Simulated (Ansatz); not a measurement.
# Sb monolayer: modes against uniaxial strain along a, the zigzag direction, with the width clamped

Aim: how do the optical modes of Sb monolayer shift and split under this strain?

Calculated with Ansatz 0.2.0; DFT PBE, scalar-relativistic, plane waves, PAW; PAW set soft_1.

**1. The structure**

The cell holds 2 atoms: 2 Sb. Cell: a = 4.120 Å, b = 4.120 Å, c = 27.080 Å, α = 90.0°, β = 90.0°, γ = 120.0°. Vacuum lies along c. The height across the vacuum is the one that the program set for its solve, not the one typed.

**2. Bringing the structure to rest**

Harmonic phonons are second derivatives at a point where the forces vanish, and they are wanted at zero stress, so atoms and cell are relaxed first. The program lengthens the typed cell of 20.0 Å along the normal to 27.1 Å, as its cut-off of the electrostatics needs, and moves no atom.

input.yaml reads:

```yaml
crystal:
  lattice:
    - [4.12, 0.0, 0.0]
    - [-2.06, 3.56802, 0.0]
    - [0.0, 0.0, 20.0]
  atoms:
    - { symbol: Sb, position: [0.333333, 0.666667, 0.541] }
    - { symbol: Sb, position: [0.666667, 0.333333, 0.459] }
  periodic: [true, true, false]
kpoints:
  mp_grid: { grid: [9, 9, 1] }
hamiltonian:
  xc: pbe
  pseudopotentials: { kind: paw, azcp: { folder: soft_1 } }
scf:
  occupations: { method: gaussian, width: 0.02 }
output:
  forces: true
  stress: true
  eigenvalues: true
  write_density: true
  write_potential: true
  elf: true
  volumetric_format: npy
relax:
  adjacent_minimum: "off"
  f_tol: 0.005
  max_steps: 80
  cell: { stress_2d_tol: 0.02 }
```

Command:

```bash
$ ansatz run input.yaml --threads 4 --pin off --max-ram 16384MiB --backend cpu --events-out ev --progress --plain --runs-dir out
```

Numbers of over 12 decimals in the logs are rounded to 6 here.

What it wrote:

```text
Warning: crystal.periodic: the lattice vector that does not repeat stood 0.000° off the slab's normal, 20.000 Å along it as the deck builds it. The run solves the slab on a vector along the normal, 27.080 Å long, with every atom where it was (on the deck's vector they left 18.36 Å outside them, and the widest stretch free of ions among them is 1.64 Å). A fractional position that the run reports is one of the run's ce [...]
Warning: the atoms were moved onto the symmetric positions of the space group found under crystal.symmetry.tolerance 1.0e-5 (fractional; no operation is sought that the atoms, as they stand in a round, miss by more than twice it, and no atom is moved by as much as it), and the run uses the moved positions. Before a round's move an operation carried an atom to 4.12e-6 Å from where it should land, the largest such dist [...]
crystal.periodic: the lattice vector that does not repeat stood 0.000° off the slab's normal, 20.000 Å along it as the deck builds it. The run solves the slab on a vector along the normal, 27.080 Å long, with every atom where it was (on the deck's vector they left 18.36 Å outside them, and the widest stretch free of ions among them is 1.64 Å). A fractional position that the run reports is one of the run's cell, which [...]
Engine: ansatz 0.2.0, aarch64-unknown-linux-gnu
Pseudopotentials: kind: paw
Pseudopotential: Sb, paw, valence charge 15, recommended cutoff 420 eV (normal), soft_1/Sb.paw.azcp
Functional definition: PBE
  parameter kappa = 0.804
  parameter beta = 0.066725
  exchange = pbe_x(kappa = kappa, mu = beta*pi^2/3)
  correlation = pbe_c(beta = beta)
Crystal: 2 atoms, lattice volume = 398.083 Å³
Basis set: ecut = 420 eV, 7687 PW (Γ), exchange–correlation on 60×60×384 points (8 copies of the dense FFT grid, shifted against one another)
Bands: 19, of which v1, the nominal top of the filled ones, is band 15 counted from 1 (14 counted from 0)
Symmetry: 12 space group operations
Space group: P-3m1 (ITA 164), of the structure as read, at distance tolerance 7.4e-5 Å
k-points: 12 of 81
Non-local potential: Sb, projectors of the file, l = 0: 2, l = 1: 2, l = 2: 2, l = 3: 1
PAW form: soft (Blöchl's): semilocal exchange-correlation on the pseudo side does not see the compensation charge
PAW one-centre angular grid: Sb, 590 points (default); XC on 64 Gauss nodes
Initial density: superposition of atomic densities (neutral atoms: chi_scale 0, normalization atom)
Initial wavefunctions: pseudopotential atomic-orbital guess
Functional: x = pbe(κ = 0.804, μ = 0.219515), c = pbe(β = 0.066725)
iter 1 solved again at ethr=7.94e-4 eV; its pass at ethr=3.10e-3 eV (dr2=2.38e-1 eV) is discarded
SCF iter   1: F=—  HF=-12969.021536 eV  |F-HF|=—  |Δ(HF+E_count)|=         —  Δρ=7.59e-3  dr2=2.39e-1  ethr=7.94e-4  ⟨swp⟩=1.9  Hψ=2183  notcnv=0
preconditioner: auto → Resta (q_TF=auto, 1.773 Å⁻¹)  ε∞=1.5  [insulator: Δε(μ)=1.377 eV  Ē_g=7.966 eV  σ=0.020 eV  W_gap=1.00  n_scr=20 (ndim 8)  ℏωp=5.9 eV  f_vac=0.768  D(μ)=0.00/eV (n_scr^D=0)  ε∞_Penn≈1.5  vacuum switching on, ρ_ref=4.6e-3 e/Å³]
SCF iter   2: F=—  HF=-12968.994674 eV  |F-HF|=—  |Δ(HF+E_count)|=   2.69e-2  Δρ=3.97e-3  dr2=5.73e-2  ethr=7.94e-4  ⟨swp⟩=2.9  Hψ=321  notcnv=0
SCF iter   3: F=—  HF=-12968.991909 eV  |F-HF|=—  |Δ(HF+E_count)|=   2.77e-3  Δρ=5.31e-4  dr2=5.52e-4  ethr=1.91e-4  ⟨swp⟩=4.4  Hψ=498  notcnv=0  defer=1
SCF iter   4: F=—  HF=-12968.991921 eV  |F-HF|=—  |Δ(HF+E_count)|=   1.29e-5  Δρ=1.08e-4  dr2=5.92e-5  ethr=1.84e-6  ⟨swp⟩=2.9  Hψ=513  notcnv=0
SCF iter   5: F=—  HF=-12968.991964 eV  |F-HF|=—  |Δ(HF+E_count)|=   4.26e-5  Δρ=3.83e-5  dr2=6.24e-6  ethr=1.97e-7  ⟨swp⟩=3.9  Hψ=480  notcnv=0
SCF iter   6: F=—  HF=-12968.991967 eV  |F-HF|=—  |Δ(HF+E_count)|=   2.63e-6  Δρ=1.11e-5  dr2=6.12e-7  ethr=2.08e-8  ⟨swp⟩=2.5  Hψ=307  notcnv=0
SCF iter   7: F=-12968.991967 eV  HF=-12968.991967 eV  |F-HF|=3.86e-9  |Δ(HF+E_count)|=   2.17e-7  Δρ=1.55e-6  dr2=1.07e-8  ethr=3.33e-10  ⟨swp⟩=17.9  Hψ=2289  notcnv=0
SCF 1 converged in 7 iterations: F = -12968.991967 eV  dr2 = 1.07e-8
  greatest PAW one-centre occupation: 0.996 electrons in one spin orbital (limit 2), on the Sb atom at site 1 (counted from 0), in its partial waves of l = 2
relax step   1: F+E_penalty+E_count = -12968.99196693 eV  Δ(F+E_penalty+E_count) = +0.000e0 eV  max|allowed force component| = 4.751e-2 eV/Å  Δτ_max = 0.0000 Å  P = -0.008 N/m  Ω = 398.083 Å³  fix = [c, alpha, beta]  reactions: c -0.000 N/m  (7 SCF iters, dr2 threshold 1.00e-7 eV, accepted)
Crystal: 2 atoms, lattice volume = 398.786 Å³
Initial density: handed on by an earlier stage of this run
Initial wavefunctions: those handed on with the density
iter 1 solved again at ethr=1.20e-6 eV; its pass at ethr=3.10e-3 eV (dr2=3.59e-4 eV) is discarded
SCF iter   1: F=—  HF=-12968.991539 eV  |F-HF|=—  |Δ(HF+E_count)|=         —  Δρ=2.08e-4  dr2=3.66e-4  ethr=1.20e-6  ⟨swp⟩=4.0  Hψ=1815  notcnv=0
preconditioner: auto → Resta (q_TF=auto, 1.773 Å⁻¹)  ε∞=1.6  [insulator: Δε(μ)=1.345 eV  Ē_g=7.875 eV  σ=0.020 eV  W_gap=1.00  n_scr=20 (ndim 8)  ℏωp=5.9 eV  f_vac=0.777  D(μ)=0.00/eV (n_scr^D=0)  ε∞_Penn≈1.6  vacuum switching on, ρ_ref=4.5e-3 e/Å³]
SCF iter   2: F=—  HF=-12968.991426 eV  |F-HF|=—  |Δ(HF+E_count)|=   1.13e-4  Δρ=1.10e-4  dr2=3.33e-5  ethr=1.20e-6  ⟨swp⟩=3.0  Hψ=467  notcnv=0
SCF iter   3: F=—  HF=-12968.991460 eV  |F-HF|=—  |Δ(HF+E_count)|=   3.47e-5  Δρ=3.62e-5  dr2=3.30e-6  ethr=1.11e-7  ⟨swp⟩=2.0  Hψ=289  notcnv=0
iter 4 did not close the SCF: its close was put off until two iterations running show no level that it waits for move by more than its bar (scf_convergence_deferred on its scf_iter line)
SCF iter   4: F=-12968.991460 eV  HF=-12968.991460 eV  |F-HF|=7.36e-9  |Δ(HF+E_count)|=   4.11e-7  Δρ=3.94e-6  dr2=7.23e-8  ethr=4.70e-10  ⟨swp⟩=15.2  Hψ=2438  notcnv=0
SCF iter   5: F=-12968.991460 eV  HF=-12968.991460 eV  |F-HF|=1.03e-9  |Δ(HF+E_count)|=   1.64e-8  Δρ=8.08e-7  dr2=2.43e-9  ethr=2.41e-10  ⟨swp⟩=9.1  Hψ=1587  notcnv=0
SCF 2 converged in 5 iterations: F = -12968.991460 eV  dr2 = 2.43e-9
  greatest PAW one-centre occupation: 0.995 electrons in one spin orbital (limit 2), on the Sb atom at site 1 (counted from 0), in its partial waves of l = 2
relax step   2: F+E_penalty+E_count = -12968.99145991 eV  Δ(F+E_penalty+E_count) = +5.070e-4 eV  max|allowed force component| = 1.069e-1 eV/Å  Δτ_max = 0.0094 Å  P = +0.083 N/m  Ω = 398.786 Å³  energy of the carried Pulay correction = -1.204e-5 eV  fix = [c, alpha, beta]  (5 SCF iters, dr2 threshold 1.41e-7 eV, rejected (line search))
Crystal: 2 atoms, lattice volume = 398.469 Å³
iter 1 solved again at ethr=5.37e-7 eV; its pass at ethr=3.10e-3 eV (dr2=1.61e-4 eV) is discarded
SCF iter   1: F=—  HF=-12968.992119 eV  |F-HF|=—  |Δ(HF+E_count)|=         —  Δρ=1.39e-4  dr2=1.63e-4  ethr=5.37e-7  ⟨swp⟩=3.7  Hψ=1696  notcnv=0
preconditioner: auto → Resta (q_TF=auto, 1.773 Å⁻¹)  ε∞=1.6  [insulator: Δε(μ)=1.313 eV  Ē_g=7.859 eV  σ=0.020 eV  W_gap=1.00  n_scr=20 (ndim 8)  ℏωp=5.9 eV  f_vac=0.776  D(μ)=0.00/eV (n_scr^D=0)  ε∞_Penn≈1.6  vacuum switching on, ρ_ref=4.5e-3 e/Å³]
SCF iter   2: F=—  HF=-12968.992071 eV  |F-HF|=—  |Δ(HF+E_count)|=   4.78e-5  Δρ=7.42e-5  dr2=1.51e-5  ethr=5.37e-7  ⟨swp⟩=3.2  Hψ=420  notcnv=0
SCF iter   3: F=—  HF=-12968.992069 eV  |F-HF|=—  |Δ(HF+E_count)|=   2.35e-6  Δρ=2.44e-5  dr2=1.60e-6  ethr=5.03e-8  ⟨swp⟩=2.0  Hψ=285  notcnv=0
SCF iter   4: F=—  HF=-12968.992107 eV  |F-HF|=—  |Δ(HF+E_count)|=   3.81e-5  Δρ=2.85e-6  dr2=3.04e-8  ethr=5.33e-9  ⟨swp⟩=2.5  Hψ=333  notcnv=0
SCF iter   5: F=—  HF=-12968.992107 eV  |F-HF|=—  |Δ(HF+E_count)|=  9.09e-10  Δρ=6.08e-7  dr2=2.68e-9  ethr=1.01e-10  ⟨swp⟩=2.9  Hψ=451  notcnv=0
SCF iter   6: F=—  HF=-12968.992107 eV  |F-HF|=—  |Δ(HF+E_count)|=  1.38e-10  Δρ=1.61e-7  dr2=7.39e-11  ethr=8.93e-12  ⟨swp⟩=3.5  Hψ=461  notcnv=0
SCF iter   7: F=-12968.992107 eV  HF=-12968.992107 eV  |F-HF|=2.18e-11  |Δ(HF+E_count)|=  1.18e-10  Δρ=1.81e-8  dr2=2.03e-12  ethr=1.00e-12  ⟨swp⟩=9.6  Hψ=1665  notcnv=0
SCF 3 converged in 7 iterations: F = -12968.992107 eV  dr2 = 2.03e-12
relax step   3: F+E_penalty+E_count = -12968.99210674 eV  Δ(F+E_penalty+E_count) = -1.398e-4 eV  max|allowed force component| = 8.569e-4 eV/Å  Δτ_max = 0.0031 Å  P = +0.012 N/m  Ω = 398.469 Å³  energy of the carried Pulay correction = -6.628e-6 eV  fix = [c, alpha, beta]  reactions: c +0.000 N/m  (7 SCF iters, accepted)
Initial wavefunctions: pseudopotential atomic-orbital guess (no wavefunctions were taken with the density)
iter 1 solved again at ethr=1.19e-6 eV; its pass at ethr=3.10e-3 eV (dr2=3.58e-4 eV) is discarded
SCF iter   1: F=—  HF=-12968.992078 eV  |F-HF|=—  |Δ(HF+E_count)|=         —  Δρ=2.45e-6  dr2=1.79e-8  ethr=1.19e-6  ⟨swp⟩=5.0  Hψ=2648  notcnv=0
eigensolver tolerance schedule: the retry pair's looser diagonalisation over-reported the residual by 20041.44 of it (diagonalisation noise at an unbounded share of the residual, at the tolerance the schedule requests for it); recorded, not acted on — ethr = c·dr2/N_el stays at c = 1.0e-1
preconditioner: auto → Resta (q_TF=auto, 1.773 Å⁻¹)  ε∞=1.6  [insulator: Δε(μ)=1.310 eV  Ē_g=7.857 eV  σ=0.020 eV  W_gap=1.00  n_scr=20 (ndim 8)  ℏωp=5.9 eV  f_vac=0.776  D(μ)=0.00/eV (n_scr^D=0)  ε∞_Penn≈1.6  vacuum switching on, ρ_ref=4.5e-3 e/Å³]
SCF iter   2: F=—  HF=-12968.992114 eV  |F-HF|=—  |Δ(HF+E_count)|=   3.61e-5  Δρ=2.08e-6  dr2=1.84e-8  ethr=5.95e-11  ⟨swp⟩=6.3  Hψ=852  notcnv=0
SCF iter   3: F=—  HF=-12968.992114 eV  |F-HF|=—  |Δ(HF+E_count)|=   5.86e-8  Δρ=1.16e-6  dr2=4.83e-9  ethr=5.95e-11  ⟨swp⟩=2.0  Hψ=408  notcnv=0
SCF iter   4: F=—  HF=-12968.992115 eV  |F-HF|=—  |Δ(HF+E_count)|=   3.95e-7  Δρ=1.26e-7  dr2=4.30e-11  ethr=1.61e-11  ⟨swp⟩=2.2  Hψ=411  notcnv=0
SCF iter   5: F=—  HF=-12968.992115 eV  |F-HF|=—  |Δ(HF+E_count)|=   7.44e-8  Δρ=1.76e-8  dr2=3.53e-12  ethr=1.00e-12  ⟨swp⟩=3.1  Hψ=438  notcnv=0
SCF iter   6: F=-12968.992115 eV  HF=-12968.992115 eV  |F-HF|=1.74e-9  |Δ(HF+E_count)|=   6.06e-9  Δρ=1.40e-8  dr2=6.62e-13  ethr=1.00e-12  ⟨swp⟩=11.8  Hψ=1545  notcnv=0
SCF 4 converged in 6 iterations: F = -12968.992115 eV  dr2 = 6.62e-13
relax step   4: F+E_penalty+E_count = -12968.99211491 eV  Δ(F+E_penalty+E_count) = -8.165e-6 eV  max|allowed force component| = 8.486e-4 eV/Å  Δτ_max = 0.0000 Å  P = +0.012 N/m  Ω = 398.469 Å³  fix = [c, alpha, beta]  reactions: c +0.000 N/m  stress off target by 1.17e-2 N/m on what of the cell is left free  SCF on the basis re-selected at this cell (its energy is not comparable with the rows above)  (6 SCF iters)
basis re-selected at this cell: Δ(F+E_penalty+E_count) = -8.165e-6 eV, ΔP = +0.000 N/m vs the last step (what re-selecting the basis moved, of the pressure what is left beyond the Pulay correction that the steps carried, after the strain that the cell walked since its last selection, with what the two solves' SCF thresholds leave and, on support functions, any second-order correction that the steps lacked; it is no m [...]
SCF converged after 6 iterations
Free energy (F): -12968.992115 eV
Harris-Foulkes:  -12968.992115 eV  (|F-HF|=1.74e-9)
Internal energy: -12968.992115 eV  (E = F + TS)
E sigma→0 (E₀):  -12968.992115 eV
Fermi energy:    -4.187288 eV
--- Per-component energies (eV) ---
  E_band       = -757.876129
  E_kinetic    = 323.805168
  E_local      = -34692.694049  (includes V_loc(G=0)·N_el)
  E_nonlocal   = 779.330092
  E_hartree    = 16862.626900
  E_xc         = -196.391445
  E_vxc        = -179.612962  (∫ρ·V_xc dr)
  E_paw        = -9087.136949  (= ΣΔE_a)
  E_vpaw       = -713.958505  (= ΣTr[D̂ρ^β])
  E_aug_tail   = 0.000277  (compensation charges beyond the density's cutoff)
  E_ewald      = 13041.467891
  E_smearing   = -0.000000  (= −TS)
  E_closure    = 0.000000  (closes the sum)
  Σ components = -12968.992115   (vs F -12968.992115, Δ=0.00e0)
--- Forces (eV/Å), atoms counted from 1 ---
  atom   1  Sb     0.00000000    -0.00000000     0.00084861
  atom   2  Sb     0.00000000     0.00000000    -0.00084861
  max |Σ_I F_I| component: 3.70e-17 eV/Å
--- 2D stress c σ (N/m, compression-positive) ---
        0.011717       0.000000       0.000000
        0.000000       0.011717       0.000000
        0.000000       0.000000       0.000000
  P = ½ c Tr σ = 0.0117 N/m
--- Band table (eV; the first three rows and the last of 12) ---
  k-point 0: bands = [... 11 lower, -11.1358, -5.4186, -4.8421, -4.8421, -3.2537, -2.0487, -2.0487, -0.5314]
  k-point 1: bands = [... 11 lower, -11.1360, -5.9158, -5.3679, -5.1225, -2.7592, -1.9956, -1.7826, -0.3596]
  k-point 2: bands = [... 11 lower, -11.2456, -7.1998, -5.6535, -5.3345, -3.3551, -1.3984 (-1.3984°), -1.3417, -0.0375]
  k-point 11: bands = [... 11 lower, -13.2924, -8.3260, -6.6203, -6.6203, -3.3049, -1.2325, -1.2325, 1.8076]
  ° read free of the cell's end (the report's vacuum.weakly_bound_levels)
--- Relaxed structure (3 steps of the walk, 2 accepted, 1 SCFs on fresh bases) ---
  F+E_penalty+E_count = -12968.99211491 eV   max|allowed force component| = 8.486e-4 eV/Å   (the final SCF, on the basis selected at the relaxed cell)
  cell:  # Å, volume = 398.4693 Å³
    - [4.121998, 0, 0]
    - [-2.060999, 3.569755, 0]
    - [0, 0, 27.080000]
  atoms:
    - { symbol: Sb, position: [0.333333, 0.666667, 0.399442] }
    - { symbol: Sb, position: [0.666667, 0.333333, 0.339110] }
```

Run time: 7.7 s. Hardware: 4 threads of Arm Neoverse V1, shared host; peak memory 0.66 GiB; 28 s of CPU time.

Little changed from the start: no atom moved by 0.005 Å and no cell edge by 0.1 %.

Numbers from this step:

- gap on the k-mesh: 1.310 eV
- area per atom: 7.357 Å²

ELF in the ac plane at fractional y = 0.333, with atoms of Sb within 0.2 Å of it. It is the smooth field of the valence electrons, not physical close to the nuclei.

Ten even steps from '_' (0.00) to '@' (0.78), each cell a mean:
```
____________________________
____________________________
____________________________
____________________________
____________________________
____________________________
____________________________
____________________________
____________________________
____________________________
____________________________
____________________________
::--====::..______________..
**##%%%%##++::..________::==
****++++****++==------==++**
**==--==****++--......::==**
++::__..==##%%##++++++**##%%
::______..==##%%@@@@@@@@##++
____________....::--::::..__
____________________________
____________________________
____________________________
____________________________
____________________________
```
Columns run along a (4.1 Å), rows up along c (27.1 Å). Atoms in or near the plane, at fractional coordinates: Sb at (0.67, 0.34).

Valence density in the ac plane at fractional y = 0.333, with atoms of Sb within 0.2 Å of it. It is the smooth field of the valence electrons, not physical close to the nuclei.

Ten steps, logarithmic in the rise over the least value, from '_' (0.00 × 1e0 e/Å³) to '@' (8.96 × 1e0 e/Å³), each cell a mean:
```
____________________________
____________________________
____________________________
____________________________
____________________________
____________________________
____________________________
____________________________
____________________________
____________________________
____________________________
____________________________
____________________________
............______________..
::::::::::::::::::::::::::::
::......::::==**@@@@@@##==--
..______....--==**####++--::
__________________..________
____________________________
____________________________
____________________________
____________________________
____________________________
____________________________
```
Columns run along a (4.1 Å), rows up along c (27.1 Å). Atoms in or near the plane, at fractional coordinates: Sb at (0.67, 0.34).

Electrostatic potential energy in the ac plane at fractional y = 0.333, with atoms of Sb within 0.2 Å of it. With pseudopotentials it is smooth inside the atoms' cores, unlike the true potential.

Ten even steps from '0' (-19 eV) to '9' (0 eV), each cell a mean:
```
99999999999999
99999999999999
99999999999999
99999999999999
99999999999999
99999999999999
99999999999999
99999999999999
99999999999999
99999999999999
99999999999999
99999999999999
99999999999999
88788899999999
66556777666677
78887610000004
89998743111246
99999999999999
99999999999999
99999999999999
99999999999999
99999999999999
99999999999999
99999999999999
```
Columns run along a (4.1 Å; values clipped at the 3rd and 97th percentile), rows up along c (27.1 Å). Atoms in or near the plane, at fractional coordinates: Sb at (0.67, 0.34).

**3. Tight relaxation**

Phonons need small forces and stress, so the relaxation is finished with tight tolerances on 9×9×1 k points.

input.yaml reads:

```yaml
crystal:
  lattice:
    - [4.1219981202, 0.0, 0.0]
    - [-2.0609990601, 3.5697550865, 0.0]
    - [0.0, 0.0, 27.08]
  atoms:
    - { symbol: Sb, position: [0.3333333333, 0.6666666667, 0.399442123] }
    - { symbol: Sb, position: [0.6666666667, 0.3333333333, 0.3391103142] }
  periodic: [true, true, false]
kpoints:
  mp_grid: { grid: [9, 9, 1] }
hamiltonian:
  xc: pbe
  pseudopotentials: { kind: paw, azcp: { folder: soft_1 } }
scf:
  occupations: { method: fixed }
output:
  forces: true
  stress: true
  eigenvalues: true
relax:
  adjacent_minimum: "off"
  f_tol: 0.001
  max_steps: 60
  cell: { stress_2d_tol: 0.002 }
```

What it wrote:

```text
[...]
Crystal: 2 atoms, lattice volume = 398.469 Å³
Basis set: ecut = 420 eV, 7687 PW (Γ), exchange–correlation on 60×60×384 points (8 copies of the dense FFT grid, shifted against one another)
Bands: 19, of which v1, the nominal top of the filled ones, is band 15 counted from 1 (14 counted from 0)
Symmetry: 12 space group operations
[...]
k-points: 12 of 81
[...]
° read free of the cell's end (the report's vacuum.weakly_bound_levels)
--- Relaxed structure (4 steps of the walk, 4 accepted, 1 SCFs on fresh bases) ---
[...]
cell:  # Å, volume = 398.7128 Å³
    - [4.123258, 0, 0]
    - [-2.061629, 3.570846, 0]
    - [0, 0, 27.08]
  atoms:
    - { symbol: Sb, position: [0.333333, 0.666667, 0.399437] }
    - { symbol: Sb, position: [0.666667, 0.333333, 0.339115] }
[key lines of the parts left out:]
SCF converged after 8 iterations
Free energy (F): -12968.992117 eV
Fermi energy:    -4.845032 eV
P = ½ c Tr σ = -0.0013 N/m
```

Wall time 8.2 s (4 threads); peak memory 0.66 GiB; 30 s of CPU time.

Little changed from the start: no atom moved by 0.005 Å and no cell edge by 0.1 %.

This step gave:

- gap on the k-mesh: 1.313 eV
- area per atom: 7.362 Å²

The largest force component left is 0.70 meV/Å, within the tolerances set.

[end of part 1 of 2]

[Logs are printed without paths, hosts, clocks, repeated set-up lines and the standing remarks that a program may print on its own settings, such as how far it seeks lower states.]

[Hosts, paths, dates, database ids (printed as entryN), source tags and the programs' standing remarks are cut or masked in the printed files.]
